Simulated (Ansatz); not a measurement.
**Calculated ¹²⁷I nuclear quadrupole resonance for Cs2SnI6**

Cell: an entry of the Crystallography Open Database (COD), ions relaxed with PBE at fixed cell.

```cif
data_Cs2SnI6
_symmetry_space_group_name_H-M 'Fm-3m'
_symmetry_Int_Tables_number 225
_cell_length_a 11.6300
_cell_length_b 11.6300
_cell_length_c 11.6300
_cell_angle_alpha 90.000
_cell_angle_beta 90.000
_cell_angle_gamma 90.000
loop_
_atom_site_label
_atom_site_type_symbol
_atom_site_symmetry_multiplicity
_atom_site_Wyckoff_symbol
_atom_site_fract_x
_atom_site_fract_y
_atom_site_fract_z
Cs Cs 8 c 0.2500 0.2500 0.2500
Sn Sn 4 a 0.0000 0.0000 0.0000
I I 24 e 0.2488 0.5000 0.5000
```

One atom of each set is listed; the run and its k-mesh use a cell of 9 atoms with edges of 8.22, 8.22, 8.22 Å.

All values are calculated (Ansatz; DFT, r2SCAN, plane waves and PAW, scalar-relativistic, 500 eV cutoff, Γ-centred 5×5×5 k-points, Fermi–Dirac smearing 0.02 eV), not measured.

¹²⁷I: I = 5/2, Q = -688.2 mb (year-2017 value). Static lattice, zero field.

Question: The simulated lines lie at 143.0, 286.0 MHz. What are |C_Q|, η and |V_zz| at I?

Answer: For I = 5/2 and η = 0 the lines are 3|C_Q|/20 and twice that; η pulls their ratio below 2. Here |C_Q| = 953 MHz, η = 0.00 and |V_zz| = 57.3 × 10²¹ V/m². The calculation gives V_zz positive; the lines don't show the sign. The site has 1 Sn at 2.89 Å.

An axis of threefold or higher order runs through I, so V_zz lies along it and η is zero.

Without spin–orbit coupling the gradients at and beside I can be off by some per cent, at some sites by more. With these PAW files V_zz is typically within 2 to 3 % of all-electron values, but misses above 10 % occur on I. With a gap of 0.2 eV on this mesh, the gradients can still move by some per cent as the k-mesh gets denser.
